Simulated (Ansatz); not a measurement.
ZnSe, DFT, LDA, all-electron PAW with datasets made for the crystal, scalar-relativistic (Ansatz 0.2.0), run on 1 thread of Intel(R) Xeon(R) 6975P-C (Granite Rapids) on a shared host.

The cell comes from COD entry 9008857, which wasn't checked; take it as a given geometry. The listed cell was then made from it by scaling, straining or moving an atom.

Command: `ansatz run input.yaml --threads 1 --pin off --max-ram 3072MiB --backend cpu --events-out ev --progress --plain --runs-dir out`

```yaml
crystal:
  lattice:
    - [0.0, 2.7955007105, 2.7955007105]
    - [2.7955007105, 0.0, 2.7955007105]
    - [2.7955007105, 2.7955007105, 0.0]
  atoms:
    - { symbol: Zn, position: [0.0, 0.0, 0.0] }
    - { symbol: Se, position: [0.75, 0.75, 0.75] }
kpoints:
  mp_grid: { grid: [8, 8, 8] }
scf:
  occupations: { method: fermi_dirac, width: 0.03 }
hamiltonian:
  xc: lda
  pseudopotentials: { kind: all_electron, datasets: crystal }
output:
  forces: true
  stress: true
  eigenvalues: true
  efg: { contact_densities: true }
```

How large is the problem that the program sets up?

29 irreducible k-points, 331 plane waves at Γ, 13 bands.

About how long does it take, and how much memory does it use?

4.8 s of wall time for 9 SCF iterations, with a peak of 0.56 GiB. Times on shared machines scatter by tens of per cent.
